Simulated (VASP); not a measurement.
# Sc (I4/mmm) in VASP: further runs

One crystal, Sc, is run at these levels: PBE; tasks: relaxation of cell and atoms.

Program: VASP 6.6.1. These are calculated values, not measurements. Logs are shortened: lines on timing, memory, paths and dates and some standing lists are left out, and cuts for length are marked.

## 1. The crystal as given

The structure is tetragonal, space group I4/mmm (No. 139). Conventional cell: a = 3.758 Å, b = 3.758 Å, c = 4.761 Å, α = 90.00°, β = 90.00°, γ = 90.00°. Sc (site symmetry 4/mmm) has 12 Sc at 3.57 to 3.76 Å as nearest neighbours.

This isn't the form of Sc at room conditions, which is hcp.

## 2. Relaxation of cell and atoms, PBE

Input file INCAR:

```
SYSTEM = Sc
PREC = Accurate
ENCUT = 520
EDIFF = 1E-6
ISMEAR = 0
SIGMA = 0.1
LREAL = .False.
LASPH = .True.
NELM = 120
ALGO = Normal
ISIF = 3
LWAVE = .False.
LCHARG = .False.
GGA = PE
IBRION = 2
NSW = 90
EDIFFG = -0.01
```

Input file KPOINTS:

```
regular mesh
0
Gamma
  16 16 16
  0 0 0
```

Input file POSCAR:

```
Sc
1.0
   -1.8790000000      1.8790000000      2.3805000000
    1.8790000000     -1.8790000000      2.3805000000
    1.8790000000      1.8790000000     -2.3805000000
Sc
1
Direct
    0.0000000000      0.0000000000      0.0000000000
```

Potentials or basis: VASP PAW PBE potentials, release 64 (Sc_sv).

Command:

```console
> cat potpaw_PBE.64/Sc_sv/POTCAR > POTCAR
> mpirun -np 1 vasp_std > vasp.out
```

OUTCAR:

```text
SYSTEM = Sc
   PREC = Accurate
   ENCUT = 520
   EDIFF = 1E-6
   ISMEAR = 0
   LREAL = .False.
   LASPH = .True.
   NELM = 120
   ISIF = 3
   GGA = PE
   IBRION = 2
   NSW = 90
   EDIFFG = -0.01

 ion  position               nearest neighbor table
   1  0.000  0.000  0.000-

  LATTYP: Found a body centered tetragonal cell.
 ALAT       =     3.7580000000
 C/A-ratio  =     1.2668972858

  Lattice vectors:

 A1 = (  -1.8790000000,   1.8790000000,   2.3805000000)
 A2 = (   1.8790000000,  -1.8790000000,   2.3805000000)
 A3 = (   1.8790000000,   1.8790000000,  -2.3805000000)

Analysis of symmetry for initial positions (statically):
=====================================================================
 Subroutine PRICEL returns:
 Original cell was already a primitive cell.

 Routine SETGRP: Setting up the symmetry group for a
 body centered tetragonal supercell.

 Subroutine GETGRP returns: Found 16 space group operations
 (whereof 16 operations were pure point group operations)
 out of a pool of 16 trial point group operations.

The static configuration has the point symmetry D_4h.

Analysis of symmetry for dynamics (positions and initial velocities):
=====================================================================
 Subroutine PRICEL returns:
 Original cell was already a primitive cell.

 Routine SETGRP: Setting up the symmetry group for a
 body centered tetragonal supercell.

 Subroutine GETGRP returns: Found 16 space group operations
 (whereof 16 operations were pure point group operations)
 out of a pool of 16 trial point group operations.

The dynamic configuration has the point symmetry D_4h.

 Subroutine INISYM returns: Found 16 space group operations
 (whereof 16 operations are pure point group operations),
 and found     1 'primitive' translations

----------------------------------------------------------------------------------------

                                     Primitive cell

  volume of cell :      33.6188

  direct lattice vectors                    reciprocal lattice vectors
    -1.879000000  1.879000000  2.380500000     0.000000000  0.266098989  0.210039908
     1.879000000 -1.879000000  2.380500000     0.266098989  0.000000000  0.210039908
     1.879000000  1.879000000 -2.380500000     0.266098989  0.266098989  0.000000000

  length of vectors
     3.567640992  3.567640992  3.567640992     0.339006541  0.339006541  0.376320799

  position of ions in fractional coordinates (direct lattice)
     0.000000000  0.000000000  0.000000000

  ion indices of the primitive-cell ions
   primitive index   ion index
                 1           1

----------------------------------------------------------------------------------------

 KPOINTS: regular mesh

Automatic generation of k-mesh.
 Grid dimensions read from file:
 generate k-points for:   16   16   16

 Generating k-lattice:

  Cartesian coordinates                     Fractional coordinates (reciprocal lattice)
     0.000000000  0.016631187  0.013127494     0.062500000  0.000000000  0.000000000
     0.016631187  0.000000000  0.013127494     0.000000000  0.062500000  0.000000000
     0.016631187  0.016631187  0.000000000     0.000000000  0.000000000  0.062500000

  Length of vectors
     0.021187909  0.021187909  0.023520050

  Shift w.r.t. Gamma in fractional coordinates (k-lattice)
     0.000000000  0.000000000  0.000000000

 Subroutine IBZKPT returns following result:
 ===========================================

 Found    349 irreducible k-points:

 Following reciprocal coordinates:
            Coordinates               Weight
  0.000000  0.000000  0.000000      1.000000
  0.062500  0.000000 -0.000000      8.000000
  0.125000  0.000000 -0.000000      8.000000
  0.187500  0.000000 -0.000000      8.000000
  0.250000  0.000000 -0.000000      8.000000
  0.312500 -0.000000  0.000000      8.000000
[... 16 lines left out ...]
 -0.125000  0.062500  0.000000     16.000000
 -0.062500  0.062500  0.000000      4.000000
 [... further k-points ...]
   k-points           NKPTS =    349   k-points in BZ     NKDIM =    349   number of bands    NBANDS=      9
   number of dos      NEDOS =    301   number of ions     NIONS =      1
   total plane-waves  NPLWV =  21952
   dimension x,y,z NGX =    28 NGY =   28 NGZ =   28
   dimension x,y,z NGXF=    56 NGYF=   56 NGZF=   56
   ions per type =               1
   NGX,Y,Z   is equivalent  to a cutoff of  13.05, 13.05, 13.05 a.u.
   NGXF,Y,Z  is equivalent  to a cutoff of  26.10, 26.10, 26.10 a.u.
 SYSTEM =  Sc
   PREC   = accura    normal or accurate (medium, high low for compatibility)
   ISTART =      0    job   : 0-new  1-cont  2-samecut
   ICHARG =      2    charge: 1-file 2-atom 10-const
   ISPIN  =      1    spin polarized calculation?
   LNONCOLLINEAR =      F non collinear calculations
   LSORBIT =      F    spin-orbit coupling
   LASPH  =      T    aspherical Exc in radial PAW
   ENCUT  =  520.0 eV  38.22 Ry    6.18 a.u.   6.63  6.63  6.63*2*pi/ulx,y,z
   NELM   =    120;   NELMIN=  2; NELMDL= -5     # of ELM steps
   EDIFF  = 0.1E-05   stopping-criterion for ELM
   LREAL  =      F    real-space projection
   EDIFFG = -.1E-01   stopping-criterion for IOM
   NSW    =     90    number of steps for IOM
   IBRION =      2    ionic relax: 0-MD 1-quasi-New 2-CG
   NFREE  =      1    steps in history (QN), initial steepest desc. (CG)
   ISIF   =      3    stress and relaxation
   ISYM   =      2    0-nonsym 1-usesym 2-fastsym
   POTIM  = 0.5000    time-step for ionic-motion
   TEBEG  =    0.0;   TEEND  =   0.0 temperature during run
   PSTRESS=    0.0 pullay stress
   NELECT =      11.0000    total number of electrons
   NUPDOWN=      -1.0000    fix difference up-down
   EMIN   =  10.00;   EMAX   =-10.00  energy-range for DOS
   EFERMI =   0.00;   METHOD = LEGACY
   ISMEAR =     0;   SIGMA  =   0.10  broadening in eV -4-tet -1-fermi 0-gaus
   EFERMI_NEDOS =   21; number of points for ismear=-14 and -15
   IALGO  =     38    algorithm
   IMIX   =      4    mixing-type and parameters
     AMIX     =   0.40;   BMIX     =  1.00
     AMIX_MAG =   1.60;   BMIX_MAG =  1.00
  volume/ion in A,a.u.               =      33.62       226.87
  Fermi-wavevector in a.u.,A,eV,Ry     =   1.128094  2.131788 17.314709  1.272595
  Thomas-Fermi vector in A             =   2.264782
   LORBIT       =      0    0 simple, 1 ext, 2 COOP (PROOUT), +10 PAW based schemes
   GGA     = PE    functional components
   LHFCALC =     F    Hartree Fock is set to
   AEXX    =    0.0000 exact exchange contribution
   IVDW    =     0    specifies the selected vdW correction
   LEPSILON=     F    determine dielectric tensor
   LRPA    =     F    only Hartree local field effects (RPA)
 conjugate gradient relaxation of ions
 non-spin polarized calculation
 Gauss-broadening in eV      SIGMA  =   0.10
  energy-cutoff  :      520.00
  volume of cell :       33.62
 maximum number of plane-waves:       922
   NGX = 13   NGY = 13   NGZ = 13

--------------------------------------- Ionic step        1  -------------------------------------------

 number of electron      10.9999998 magnetization

 Free energy of the ion-electron system (eV)
  ---------------------------------------------------
  ext. energy  EPLUGINS =         0.00000000
  ---------------------------------------------------
  free energy    TOTEN  =        -5.86206958 eV

  energy without entropy =       -5.84765070  energy(sigma->0) =       -5.85486014

 E-fermi :   2.1060     XC(G=0):  -8.7120

 val. band max:        2.1047704196   @ k =   0.5000   0.1875   0.1250
 cond. band min:       2.1067322206   @ k =   0.2500   0.1875   0.1250
 fundamental gap:      0.0019618010
 Fermi energy:         2.1060494886

 k-point     1 :       0.0000    0.0000    0.0000
  band No.  band energies     occupation
      1     -48.1787      2.00000
      2     -26.6937      2.00000
      3     -26.6888      2.00000
      4     -26.6888      2.00000
      5      -2.4047      2.00000
      6       3.1123      0.00000
      7       3.1123      0.00000
      8       3.5466      0.00000
      9       3.8427      0.00000
[... 265 lines left out ...]
 k-point    24 :      -0.0625    0.0625    0.0000
  band No.  band energies     occupation
      1     -48.1781      2.00000
      2     -26.6957      2.00000
      3     -26.6935      2.00000
      4     -26.6897      2.00000
      5      -2.3106      2.00000
      6       3.0555      0.00000
      7       3.1597      0.00000
      8       3.5737      0.00000
      9       3.8085      0.00000

 [... further k-points ...]

------------------------ aborting loop because EDIFF is reached ----------------------------------------

  FORCE on cell =-STRESS in cart. coord.  units (eV):
  Direction    XX          YY          ZZ          XY          YZ          ZX
  --------------------------------------------------------------------------------------
  -------------------------------------------------------------------------------------
  Total       -2.1059802     -2.1059802     -1.7787921      0.0000000      0.0000000      0.0000000
  in kB     -100.3651939   -100.3651939    -84.7723131      0.0000000      0.0000000      0.0000000
  external PRESSURE =     -95.1675670 kB  Pullay stress =       0.0000000 kB
[... 86 lines left out ...]
  FREE ENERGIE OF THE ION-ELECTRON SYSTEM (eV)
  ---------------------------------------------------
  free  energy   TOTEN  =        -6.1972313314 eV

  energy  without entropy=       -6.1870121695  energy(sigma->0) =       -6.19212175

[... ionic steps 4 to 9 ...]

--------------------------------------- Ionic step       10  -------------------------------------------

 number of electron      10.9999999 magnetization

------------------------ aborting loop because EDIFF is reached ----------------------------------------
[... 65 lines left out ...]
--------------------------------------- Ionic step       12  -------------------------------------------

 number of electron      10.9999999 magnetization

 Free energy of the ion-electron system (eV)
  ---------------------------------------------------
  ext. energy  EPLUGINS =         0.00000000
  ---------------------------------------------------
  free energy    TOTEN  =        -6.20732665 eV

  energy without entropy =       -6.19707823  energy(sigma->0) =       -6.20220244

 E-fermi :   3.7319     XC(G=0):  -9.8698

 val. band max:        3.7299918027   @ k =  -0.1250   0.5000   0.1250
 cond. band min:       3.7404161281   @ k =   0.4375   0.1250  -0.0000
 fundamental gap:      0.0104243254
 Fermi energy:         3.7319053176

 k-point     1 :       0.0000    0.0000    0.0000
  band No.  band energies     occupation
      1     -45.7079      2.00000
      2     -24.1258      2.00000
      3     -24.1258      2.00000
      4     -24.1255      2.00000
      5      -1.4561      2.00000
      6       5.3056      0.00000
      7       5.3131      0.00000
      8       5.3131      0.00000
      9       6.6883      0.00000
[... 265 lines left out ...]
 k-point    24 :      -0.0625    0.0625    0.0000
  band No.  band energies     occupation
      1     -45.7049      2.00000
      2     -24.1409      2.00000
      3     -24.1312      2.00000
      4     -24.1309      2.00000
      5      -1.3240      2.00000
      6       5.2025      0.00000
      7       5.3632      0.00000
      8       5.3703      0.00000
      9       6.5811      0.00000

 [... further k-points ...]

------------------------ aborting loop because EDIFF is reached ----------------------------------------

  FORCE on cell =-STRESS in cart. coord.  units (eV):
  Direction    XX          YY          ZZ          XY          YZ          ZX
  --------------------------------------------------------------------------------------
  -------------------------------------------------------------------------------------
  Total        0.0014817      0.0014817     -0.0034438      0.0000000     -0.0000000      0.0000000
  in kB        0.0961800      0.0961800     -0.2235429      0.0000000     -0.0000000      0.0000000
  external PRESSURE =      -0.0103943 kB  Pullay stress =       0.0000000 kB
[... 16 lines left out ...]
  FREE ENERGIE OF THE ION-ELECTRON SYSTEM (eV)
  ---------------------------------------------------
  free  energy   TOTEN  =        -6.2073266478 eV

  energy  without entropy=       -6.1970782333  energy(sigma->0) =       -6.20220244

 reached required accuracy - stopping structural energy minimisation
```

It took 4.2 min on 1 thread of Intel Xeon 6975P-C (Granite Rapids), shared host; peak memory 0.26 GiB.

Results:

| Quantity | Value |
| --- | --- |
| Free energy | -6.2073 eV |
| Relaxed volume | 24.68 Å³/atom |
| Relaxed cell | a = 3.269 Å, b = 3.269 Å, c = 3.269 Å, α = 120.04°, β = 120.04°, γ = 89.93° |
| Space group after relaxing (to 0.05 Å) | Fm-3m (No. 225) |
| Energy gained by relaxing | 345.3 meV/atom |
| Ionic steps | 12 |
| Pressure after relaxing | 0.0 GPa |
| Band gap on the k mesh | none (metal or under the smearing width) |

Step by step:
| step | energy change (eV) | largest force (eV/Å) | pressure (GPa) | volume (Å³) |
| --- | --- | --- | --- | --- |
| 1 | 0.0000 | 0.0000 | -9.52 | 33.62 |
| 2 | -0.3350 | 0.0000 | -0.28 | 24.81 |
| 3 | -0.3352 | 0.0000 | 0.07 | 24.65 |
| 4 | -0.3380 | 0.0000 | 0.06 | 24.65 |
| 5 | -0.3439 | 0.0000 | 0.11 | 24.63 |
| 6 | -0.3408 | 0.0000 | 0.37 | 24.50 |
| 7 | -0.3452 | 0.0000 | 0.18 | 24.60 |
| 8 | -0.3452 | 0.0000 | 0.17 | 24.60 |
| 9 | -0.3452 | 0.0000 | 0.18 | 24.59 |
| 10 | -0.3452 | 0.0000 | 0.19 | 24.59 |
| 11 | -0.3452 | 0.0000 | -0.25 | 24.81 |
| 12 | -0.3453 | 0.0000 | 0.00 | 24.68 |

Final structure:
```
CELL_PARAMETERS angstrom
-1.63344 1.63344 2.31273
1.63344 -1.63344 2.31273
1.63344 1.63344 -2.31273
ATOMIC_POSITIONS crystal
Sc 0.00000 0.00000 0.00000
```

Levels at points of the mesh, in eV from the Fermi level:
| k point | band 2 | band 3 | band 4 | band 5 | band 6 | band 7 | band 8 | band 9 |
| --- | --- | --- | --- | --- | --- | --- | --- | --- |
| (0.00, 0.00, 0.00) | -27.86 | -27.86 | -27.86 | -5.19 | 1.57 | 1.58 | 1.58 | 2.96 |
| (0.50, 0.00, 0.00) | -28.25 | -27.91 | -27.91 | -1.76 | 0.22 | 1.47 | 1.47 | 3.84 |
| (0.50, 0.50, 0.00) | -28.22 | -28.00 | -28.00 | -1.52 | -0.62 | 1.92 | 3.84 | 4.07 |
| (0.50, 0.50, 0.50) | -28.22 | -28.00 | -28.00 | -1.52 | -0.62 | 1.90 | 3.84 | 4.07 |

Caveat: the volume moved by over 15 % at a fixed basis, so the end points are rough; the volume moved by -27 % from the deposited cell, more than functionals usually miss.

(Continued in part 2 of 2.)
